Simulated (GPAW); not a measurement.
Set up this calculation in GPAW 26.7.0, as an ASE script.

* Task: band structure
* Functional: PBEsol
* Potentials or basis: PAW data sets generated in the run's folder for this functional
* Cutoff: 600 eV
* Basis: pw
* k mesh: 7 × 7 × 7
* Occupations: fermi-dirac, width 0.05 eV
* Spin: no spin polarisation
* Maxiter: 150
* Band path: GXWKGLUWLK,UX
* Band points: 100

The system is SrCl2.

```
Sr Cl
1.0
     0.00000    3.48835    3.48835
     3.48835    0.00000    3.48835
     3.48835    3.48835    0.00000
Sr Cl
1 2
Direct
  0.00000 0.00000 0.00000
  0.75000 0.75000 0.75000
  0.25000 0.25000 0.25000
```

These files were run (other wordings do the same):

run.py

```python
from ase import Atoms
from ase.dft.bandgap import bandgap
from ase.io import write
from ase.units import GPa
from gpaw import GPAW, PW, setup_paths

setup_paths.insert(0, '.')

atoms = Atoms(['Sr', 'Cl', 'Cl'],
              cell=[[0.0, 3.48835, 3.48835],
                    [3.48835, 0.0, 3.48835],
                    [3.48835, 3.48835, 0.0]],
              scaled_positions=[[0.0, 0.0, 0.0],
                                [0.75, 0.75, 0.75],
                                [0.25, 0.25, 0.25]],
              pbc=True)

calc = GPAW(mode=PW(600),
            xc='PBEsol',
            kpts={'size': (7, 7, 7), 'gamma': True},
            occupations={'name': 'fermi-dirac', 'width': 0.05},
            nbands=22,
            convergence={'density': 1e-05, 'energy': 1e-05},
            maxiter=150,
            txt='gpaw.txt')
atoms.calc = calc
energy = atoms.get_potential_energy()
forces = atoms.get_forces()
stress = atoms.get_stress()
calc.write('gs.gpw')
write('result.traj', atoms)
print(f'Energy: {energy:.6f} eV')
print('Forces (eV/A):')
print(forces.round(4))
print('Stress (GPa):', (stress / GPa).round(3))
print('Fermi level:', round(calc.get_fermi_level(), 4), 'eV')
print(f'Gap: {bandgap(calc)[0]:.4f} eV, direct: {bandgap(calc, direct=True)[0]:.4f} eV')

path = atoms.cell.bandpath('GXWKGLUWLK,UX', npoints=100, eps=1e-4)
bs_calc = calc.fixed_density(kpts=path, symmetry='off', nbands=38,
                             convergence={'bands': 'CBM+6.0', 'eigenstates': 1e-6}, txt='bands.txt')
bs = bs_calc.band_structure()
bs.write('bs.json')
print(f'Gap on the path: {bandgap(bs_calc)[0]:.4f} eV')
```

Potentials or basis: PAW data sets generated in the run's folder for this functional, pw.

The run is started by

```sh
$ gpaw-setup -f PBEsol Cl Sr
$ OMP_NUM_THREADS=1 python run.py
```

Results of the run:

```yaml
Pressure: -1.0 GPa
Band_gap_on_the_k_mesh: 5.18 eV, indirect (least direct gap 5.48 eV)
Band_gap_along_the_path: 5.14 eV, indirect (least direct gap 5.37 eV)
```

It took 2.5 min on 1 thread of Arm Neoverse V1, on a shared host, peak memory 0.44 GiB.
